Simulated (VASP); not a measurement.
# K2S (Fm-3m) in VASP: a series of runs

One crystal, K2S, is run at these levels: PBEsol, RPBE; tasks: relaxation of cell and atoms, single point.

All numbers are computed with VASP 6.6.1; they aren't measurements. Logs are shortened: lines on timing, memory, paths and dates and some standing lists are left out, and cuts for length are marked.

## 1. Starting point

Symmetry: Fm-3m, No. 225, cubic system. The conventional cell has a = 7.414 Å, b = 7.414 Å, c = 7.414 Å, α = 90.00°, β = 90.00°, γ = 90.00°. K (site symmetry -43m) is surrounded by 4 S at 3.21 Å. S (site symmetry m-3m) has 8 K at 3.21 Å as nearest neighbours.

The cell is a database's computed one.

## 2. Relaxation of cell and atoms, PBEsol

Contents of INCAR:

```
ALGO = Normal ; EDIFF = 1E-7
EDIFFG = -0.005 ; ENCUT = 300
GGA = PS ; IBRION = 2
ISIF = 3 ; ISMEAR = 0
LASPH = True ; LCHARG = False
LREAL = False ; LWAVE = False
NELM = 60 ; NSW = 90
PREC = Accurate ; SIGMA = 0.02
```

Contents of KPOINTS:

```
k-points
0
Gamma
  6 6 6
```

Contents of POSCAR:

```
K2S
1.0
    0.0000000000      3.7069394600      3.7069394600
    3.7069394600      0.0000000000      3.7069394600
    3.7069394600      3.7069394600      0.0000000000
K S
2 1
Direct
    0.7500000000      0.7500000000      0.7500000000
    0.2500000000      0.2500000000      0.2500000000
    0.0000000000      0.0000000000      0.0000000000
```

Potentials or basis: VASP PAW PBE potentials, release 64 (K_sv, S).

Command:

```console
cat potpaw_PBE.64/K_sv/POTCAR potpaw_PBE.64/S/POTCAR > POTCAR
mpirun -np 1 vasp_std > vasp.out
```

OUTCAR:

```text
EDIFF = 1E-7
   EDIFFG = -0.005
   ENCUT = 300
   GGA = PS
   IBRION = 2
   ISIF = 3
   ISMEAR = 0
   LASPH = True
   LREAL = False
   NELM = 60
   NSW = 90
   PREC = Accurate

 ion  position               nearest neighbor table
   1  0.750  0.750  0.750-   3 3.21   3 3.21   3 3.21   3 3.21   2 3.71   2 3.71   2 3.71   2 3.71
                             2 3.71   2 3.71
   2  0.250  0.250  0.250-   3 3.21   3 3.21   3 3.21   3 3.21   1 3.71   1 3.71   1 3.71   1 3.71
                             1 3.71   1 3.71
   3  0.000  0.000  0.000-   1 3.21   1 3.21   1 3.21   1 3.21   2 3.21   2 3.21   2 3.21   2 3.21

  LATTYP: Found a face centered cubic cell.
 ALAT       =     7.4138789200

  Lattice vectors:

 A1 = (   0.0000000000,   3.7069394600,   3.7069394600)
 A2 = (   3.7069394600,   0.0000000000,   3.7069394600)
 A3 = (   3.7069394600,   3.7069394600,   0.0000000000)

Analysis of symmetry for initial positions (statically):
=====================================================================
 Subroutine PRICEL returns:
 Original cell was already a primitive cell.

 Routine SETGRP: Setting up the symmetry group for a
 face centered cubic supercell.

 Subroutine GETGRP returns: Found 48 space group operations
 (whereof 48 operations were pure point group operations)
 out of a pool of 48 trial point group operations.

The static configuration has the point symmetry O_h .

Analysis of symmetry for dynamics (positions and initial velocities):
=====================================================================
 Subroutine PRICEL returns:
 Original cell was already a primitive cell.

 Routine SETGRP: Setting up the symmetry group for a
 face centered cubic supercell.

 Subroutine GETGRP returns: Found 48 space group operations
 (whereof 48 operations were pure point group operations)
 out of a pool of 48 trial point group operations.

The dynamic configuration has the point symmetry O_h .

 Subroutine INISYM returns: Found 48 space group operations
 (whereof 48 operations are pure point group operations),
 and found     1 'primitive' translations

----------------------------------------------------------------------------------------

                                     Primitive cell

  volume of cell :     101.8771

  direct lattice vectors                    reciprocal lattice vectors
     0.000000000  3.706939460  3.706939460    -0.134882160  0.134882160  0.134882160
     3.706939460  0.000000000  3.706939460     0.134882160 -0.134882160  0.134882160
[... 72 lines left out ...]
   ISPIN  =      1    spin polarized calculation?
   LNONCOLLINEAR =      F non collinear calculations
   LSORBIT =      F    spin-orbit coupling
   LASPH  =      T    aspherical Exc in radial PAW
   ENCUT  =  300.0 eV  22.05 Ry    4.70 a.u.   7.40  7.40  7.40*2*pi/ulx,y,z
   NELM   =     60;   NELMIN=  2; NELMDL= -5     # of ELM steps
   EDIFF  = 0.1E-06   stopping-criterion for ELM
   LREAL  =      F    real-space projection
   EDIFFG = -.5E-02   stopping-criterion for IOM
   NSW    =     90    number of steps for IOM
   IBRION =      2    ionic relax: 0-MD 1-quasi-New 2-CG
   NFREE  =      1    steps in history (QN), initial steepest desc. (CG)
   ISIF   =      3    stress and relaxation
   ISYM   =      2    0-nonsym 1-usesym 2-fastsym
   POTIM  = 0.5000    time-step for ionic-motion
   TEBEG  =    0.0;   TEEND  =   0.0 temperature during run
   PSTRESS=    0.0 pullay stress
   NELECT =      24.0000    total number of electrons
   NUPDOWN=      -1.0000    fix difference up-down
   EMIN   =  10.00;   EMAX   =-10.00  energy-range for DOS
   EFERMI =   0.00;   METHOD = LEGACY
   ISMEAR =     0;   SIGMA  =   0.02  broadening in eV -4-tet -1-fermi 0-gaus
   EFERMI_NEDOS =   21; number of points for ismear=-14 and -15
   IALGO  =     38    algorithm
   IMIX   =      4    mixing-type and parameters
     AMIX     =   0.40;   BMIX     =  1.00
     AMIX_MAG =   1.60;   BMIX_MAG =  1.00
  volume/ion in A,a.u.               =      33.96       229.17
  Fermi-wavevector in a.u.,A,eV,Ry     =   1.011082  1.910668 13.909059  1.022287
  Thomas-Fermi vector in A             =   2.144110
   LORBIT       =      0    0 simple, 1 ext, 2 COOP (PROOUT), +10 PAW based schemes
   GGA     = PS    functional components
   LHFCALC =     F    Hartree Fock is set to
   AEXX    =    0.0000 exact exchange contribution
   IVDW    =     0    specifies the selected vdW correction
   LEPSILON=     F    determine dielectric tensor
   LRPA    =     F    only Hartree local field effects (RPA)
 conjugate gradient relaxation of ions
 non-spin polarized calculation
 Gauss-broadening in eV      SIGMA  =   0.02
  energy-cutoff  :      300.00
  volume of cell :      101.88
 maximum number of plane-waves:      1243
 NGX is ok and might be reduce to    30
   NGX = 15   NGY = 15   NGZ = 15

--------------------------------------- Ionic step        1  -------------------------------------------

 number of electron      24.0000002 magnetization

 Free energy of the ion-electron system (eV)
  ---------------------------------------------------
  ext. energy  EPLUGINS =         0.00000000
  ---------------------------------------------------
  free energy    TOTEN  =        -9.86365803 eV

  energy without entropy =       -9.86365803  energy(sigma->0) =       -9.86365803

------------------------ aborting loop because EDIFF is reached ----------------------------------------

  FORCE on cell =-STRESS in cart. coord.  units (eV):
  Direction    XX          YY          ZZ          XY          YZ          ZX
  --------------------------------------------------------------------------------------
  -------------------------------------------------------------------------------------
  Total       -0.4582830     -0.4582830     -0.4582830     -0.0000000      0.0000000      0.0000000
  in kB       -7.2072215     -7.2072215     -7.2072215     -0.0000000      0.0000000      0.0000000
  external PRESSURE =      -7.2072215 kB  Pullay stress =       0.0000000 kB
[... 61 lines left out ...]
--------------------------------------- Ionic step        3  -------------------------------------------

 number of electron      24.0000000 magnetization

 Free energy of the ion-electron system (eV)
  ---------------------------------------------------
  ext. energy  EPLUGINS =         0.00000000
  ---------------------------------------------------
  free energy    TOTEN  =        -9.87222500 eV

  energy without entropy =       -9.87222500  energy(sigma->0) =       -9.87222500

 E-fermi :  -0.1624     XC(G=0):  -7.6242

 val. band max:       -0.3392283013   @ k =   0.5000   0.5000   0.0000
 cond. band min:       2.0173578515   @ k =   0.0000   0.0000   0.0000
 fundamental gap:      2.3565861528
 Fermi energy:        -0.1623757892

 k-point     1 :       0.0000    0.0000    0.0000
  band No.  band energies     occupation
      1     -29.3132      2.00000
      2     -29.2170      2.00000
      3     -12.9860      2.00000
      4     -12.9860      2.00000
      5     -12.9860      2.00000
      6     -12.7195      2.00000
[... 323 lines left out ...]
  FREE ENERGIE OF THE ION-ELECTRON SYSTEM (eV)
  ---------------------------------------------------
  free  energy   TOTEN  =        -9.8722249999 eV

  energy  without entropy=       -9.8722249999  energy(sigma->0) =       -9.87222500

 reached required accuracy - stopping structural energy minimisation
```

Wall time 52 s (1 thread of Intel Xeon Platinum 8488C (Sapphire Rapids), shared host); peak memory 0.16 GiB.

Results:

```
Free energy                            : -9.8722 eV
Relaxed volume                         : 32.77 Å³/atom
Relaxed cell                           : a = 5.180 Å, b = 5.180 Å, c = 5.180 Å, α = 60.00°, β = 60.00°, γ = 60.00°
Space group after relaxing (to 0.05 Å) : Fm-3m (No. 225)
Energy gained by relaxing              : 2.9 meV/atom
Ionic steps                            : 3
Pressure after relaxing                : 0.0 GPa
Band gap on the k mesh                 : 2.36 eV, indirect (least direct gap 2.59 eV)
```

Step by step:
```csv
step,energy change (eV),largest force (eV/Å),pressure (GPa),volume (Å³)
1,0.0000,0.0000,-0.72,101.88
2,-0.0072,0.0000,-0.30,99.64
3,-0.0086,0.0000,-0.02,98.31
```

Final structure:
```
K S
1.0
     0.00000    3.66310    3.66310
     3.66310    0.00000    3.66310
     3.66310    3.66310    0.00000
K S
2 1
Cartesian
  5.4947 5.4947 5.4947
  1.8316 1.8316 1.8316
  0.0000 0.0000 0.0000
```

Caveat: the cutoff is under 1.25 times the usual one of these potentials, so pressure, stress and relaxed cells hold a basis-set (Pulay) error; the PAW data sets were made with another functional, which shifts forces and pressure a little.

## 3. Relaxation of cell and atoms, PBEsol

INCAR: that of step 2 with these lines changed.

```diff
@@ -1,3 +1,3 @@
 ALGO = Normal ; EDIFF = 1E-7
-EDIFFG = -0.005 ; ENCUT = 300
+EDIFFG = -0.005 ; ENCUT = 600
 GGA = PS ; IBRION = 2
```

Contents of KPOINTS:

```
k-points
0
Gamma
  2 2 2
```

POSCAR is that of step 2.

Potentials or basis: VASP PAW PBE potentials, release 64 (K_sv, S).

Command:

```console
cat potpaw_PBE.64/K_sv/POTCAR potpaw_PBE.64/S/POTCAR > POTCAR
mpirun -np 1 vasp_std > vasp.out
```

Wall time 53 s (1 thread of Intel Xeon Platinum 8488C (Sapphire Rapids), shared host); peak memory 0.26 GiB.

The run converged. Its results:

```
Free energy                            : -9.7743 eV
Relaxed volume                         : 33.19 Å³/atom
Relaxed cell                           : a = 5.203 Å, b = 5.203 Å, c = 5.203 Å, α = 60.00°, β = 60.00°, γ = 60.00°
Space group after relaxing (to 0.05 Å) : Fm-3m (No. 225)
Energy gained by relaxing              : 1.1 meV/atom
Ionic steps                            : 3
Pressure after relaxing                : 0.0 GPa
Band gap on the k mesh                 : 2.30 eV, indirect (least direct gap 2.52 eV)
```

Step by step:
```
step  energy change (eV)  largest force (eV/Å)  pressure (GPa)  volume (Å³)
   1              0.0000                0.0000           -0.44       101.88
   2             -0.0027                0.0000           -0.19       100.50
   3             -0.0033                0.0000           -0.01        99.58
```

Final structure:
```xyz
3
Lattice="0.0000 3.6789 3.6789 3.6789 0.0000 3.6789 3.6789 3.6789 0.0000" Properties=species:S:1:pos:R:3 pbc="T T T"
K     5.5184    5.5184    5.5184
K     1.8395    1.8395    1.8395
S     0.0000    0.0000    0.0000
```

Levels at points of the mesh, in eV from the valence-band top:
```
           k point  band 9  band 10  band 11  band 12  band 13  band 14  band 15  band 16
(0.00, 0.00, 0.00)   -9.59    -0.22    -0.22    -0.22     2.30     5.36     5.36     7.48
(0.50, 0.00, 0.00)   -9.36    -0.66    -0.08    -0.08     4.66     4.98     5.74     5.74
(0.50, 0.50, 0.00)   -9.31    -0.80     0.00     0.00     3.40     5.21     6.53     6.63
```

Caveat: the k mesh is coarse (spacing up to 0.73 Å⁻¹), so the values aren't converged; the PAW data sets were made with another functional, which shifts forces and pressure a little. A k mesh can miss the band edges.

## 4. Single point, PBEsol

Contents of INCAR:

```
ALGO = Normal ; EDIFF = 1E-7
ENCUT = 520 ; GGA = PS
ISIF = 2 ; ISMEAR = 0
LASPH = True ; LCHARG = True
LELF = True ; LREAL = False
LVHAR = True ; LWAVE = False
NBANDS = 19 ; NELM = 60
PREC = Accurate ; SIGMA = 0.02
```

Contents of KPOINTS:

```
k-points
0
Gamma
  6 6 6
```

POSCAR is that of step 3.

Potentials or basis: VASP PAW PBE potentials, release 64 (K_sv, S).

Command:

```console
cat potpaw_PBE.64/K_sv/POTCAR potpaw_PBE.64/S/POTCAR > POTCAR
mpirun -np 1 vasp_std > vasp.out
```

OUTCAR:

```text
EDIFF = 1E-7
   ENCUT = 520
   GGA = PS
   ISIF = 2
   ISMEAR = 0
   LASPH = True
   LREAL = False
   NELM = 60
   PREC = Accurate

 ion  position               nearest neighbor table
   1  0.750  0.750  0.750-   3 3.21   3 3.21   3 3.21   3 3.21   2 3.71   2 3.71   2 3.71   2 3.71
                             2 3.71   2 3.71
   2  0.250  0.250  0.250-   3 3.21   3 3.21   3 3.21   3 3.21   1 3.71   1 3.71   1 3.71   1 3.71
                             1 3.71   1 3.71
   3  0.000  0.000  0.000-   1 3.21   1 3.21   1 3.21   1 3.21   2 3.21   2 3.21   2 3.21   2 3.21

  LATTYP: Found a face centered cubic cell.
 ALAT       =     7.4138789200

  Lattice vectors:

 A1 = (   0.0000000000,   3.7069394600,   3.7069394600)
 A2 = (   3.7069394600,   0.0000000000,   3.7069394600)
 A3 = (   3.7069394600,   3.7069394600,   0.0000000000)

Analysis of symmetry for initial positions (statically):
=====================================================================
 Subroutine PRICEL returns:
 Original cell was already a primitive cell.

 Routine SETGRP: Setting up the symmetry group for a
 face centered cubic supercell.

[... 157 lines left out ...]

  energy without entropy =       -9.85926022  energy(sigma->0) =       -9.85926022

 E-fermi :  -0.2641     XC(G=0):  -7.4876

 val. band max:       -0.4619334435   @ k =   0.5000   0.5000   0.0000
 cond. band min:       1.8089127365   @ k =   0.0000   0.0000   0.0000
 fundamental gap:      2.2708461800
 Fermi energy:        -0.2641296246

 k-point     1 :       0.0000    0.0000    0.0000
  band No.  band energies     occupation
      1     -29.4984      2.00000
      2     -29.4149      2.00000
      3     -13.1599      2.00000
      4     -13.1599      2.00000
      5     -13.1599      2.00000
      6     -12.9185      2.00000
[... 329 lines left out ...]
      6     -12.9692      2.00000
[... 11 lines left out ...]
     18       7.0218      0.00000
     19       7.2667      0.00000

------------------------ aborting loop because EDIFF is reached ----------------------------------------

  FORCE on cell =-STRESS in cart. coord.  units (eV):
  Direction    XX          YY          ZZ          XY          YZ          ZX
  --------------------------------------------------------------------------------------
  -------------------------------------------------------------------------------------
  Total       -0.3449332     -0.3449332     -0.3449332     -0.0000000     -0.0000000     -0.0000000
  in kB       -5.4246180     -5.4246180     -5.4246180     -0.0000000     -0.0000000     -0.0000000
  external PRESSURE =      -5.4246180 kB  Pullay stress =       0.0000000 kB

 VOLUME and BASIS-vectors are now :
 -----------------------------------------------------------------------------
  energy-cutoff  :      520.00
  volume of cell :      101.88
      direct lattice vectors                 reciprocal lattice vectors
     0.000000000  3.706939460  3.706939460    -0.134882160  0.134882160  0.134882160
     3.706939460  0.000000000  3.706939460     0.134882160 -0.134882160  0.134882160
     3.706939460  3.706939460  0.000000000     0.134882160  0.134882160 -0.134882160

 POSITION                                       TOTAL-FORCE (eV/Angst)
 -----------------------------------------------------------------------------------
      5.56041      5.56041      5.56041        -0.000000     -0.000000      0.000000
      1.85347      1.85347      1.85347         0.000000      0.000000     -0.000000
      0.00000      0.00000      0.00000         0.000000      0.000000      0.000000
 -----------------------------------------------------------------------------------
    total drift:                               -0.000000     -0.000000      0.000000

  FREE ENERGIE OF THE ION-ELECTRON SYSTEM (eV)
  ---------------------------------------------------
  free  energy   TOTEN  =        -9.8592602181 eV

  energy  without entropy=       -9.8592602181  energy(sigma->0) =       -9.85926022
```

stdout:

```text
POSCAR found type information on POSCAR K S
 POSCAR found :  2 types and       3 ions
 scaLAPACK will be used
 -----------------------------------------------------------------------------
|                                                                             |
|                                                                             |
|     You enforced a specific xc type in the INCAR file but a different       |
|     I HOPE YOU KNOW WHAT YOU ARE DOING!                                     |
|                                                                             |
 -----------------------------------------------------------------------------

 LDA part: xc-table for (Slater+PW92), standard interpolation
 POSCAR, INCAR and KPOINTS ok, starting setup
 FFT: planning ... GRIDC
 FFT: planning ... GRID_SOFT
 FFT: planning ... GRID
 WAVECAR not read
 entering main loop
```

It took 65 s on 1 thread of Intel Xeon Platinum 8488C (Sapphire Rapids), shared host; peak memory 0.24 GiB.

What came out:

```
Free energy            : -9.8593 eV
Pressure               : -0.5 GPa
Band gap on the k mesh : 2.27 eV, indirect (least direct gap 2.47 eV)
```

Caveat: the PAW data sets were made with another functional, which shifts forces and pressure a little. A k mesh can miss the band edges.

[end of part 1 of 2]
